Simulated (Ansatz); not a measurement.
A crystal relaxed with r2SCAN in Ansatz 0.2.0 has space group Ibam (No. 72) and a = 6.123 Å, b = 14.403 Å, c = 4.159 Å.

| atom | site | x | y | z |
| --- | --- | --- | --- | --- |
| Xx | 8j | 0.6662 | 0.9293 | 0.0000 |
| Xx | 8j | 0.8358 | 0.8102 | 0.5000 |
| O | 8j | 0.8352 | 0.8099 | 0.0000 |
| O | 8j | 0.6702 | 0.9293 | 0.5000 |

The r2SCAN gap is direct at Γ: 3.75 eV. The HSE06 gap is direct at Γ: 4.75 eV. With PBE the gap is 3.21 eV and direct, at Γ. Meshes: r2SCAN 8×8×8, HSE06 4×4×4, PBE 8×8×8. r2SCAN's ε∞ is 2.8, 2.7 and 2.8 along x, y and z.

**Question.** Which element is Xx?
A. Cd
B. Mg
C. Ba
D. Be

**Answer.** B. Xx is Mg: MgO (Ibam) from a database of computed structures. Mg has 5 O at 2.01–2.08 Å; Mg has 5 O at 1.99–2.08 Å; O has 5 Mg at 2.01–2.08 Å; O has 5 Mg at 1.99–2.08 Å.

Spin-unpolarised throughout; all numbers are computed.

For a response run the program warns that the ground state's bands aren't all converged, so ε∞ carries an extra error.
